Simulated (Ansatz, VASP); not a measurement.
**Ag: VASP beside Ansatz**

```
CELL_PARAMETERS angstrom
0.00000 2.02664 2.02664
2.02664 0.00000 2.02664
2.02664 2.02664 0.00000
ATOMIC_POSITIONS crystal
Ag 0.00000 0.00000 0.00000
```

Alike in both runs: functional PBEsol; k mesh 34 × 34 × 34; occupations gaussian, width 0.1 eV; no spin polarisation.

Ansatz relaxed the structure, and its values are those at the end. VASP's run is a single point on that final structure, the one shown.

|  | VASP | Ansatz |
| --- | --- | --- |
| version | VASP 6.6.1 | Ansatz 0.2.0 |
| potentials or method | VASP PAW PBE potentials, release 64 (Ag) | scalar-relativistic, plane waves, PAW |
| plane-wave cutoff (eV) | 520 | 420 |
| valence electrons in the cell | 11 | 19 |

Ansatz gave:

| Item | Value |
| --- | --- |
| gap on the k mesh at the Fermi level (eV) | none |
| pressure (GPa) | 0.0 |

**Question.** Which values does VASP return?

**Answer.** gap on the k mesh at the Fermi level (eV): none; pressure (GPa): -0.3.

A gap of «none» marks a metal or a gap that the smearing closes. The two sets of potentials don't hold the same shells in valence.

Caveats: the PAW data sets were made with another functional, which shifts forces and pressure a little (VASP).
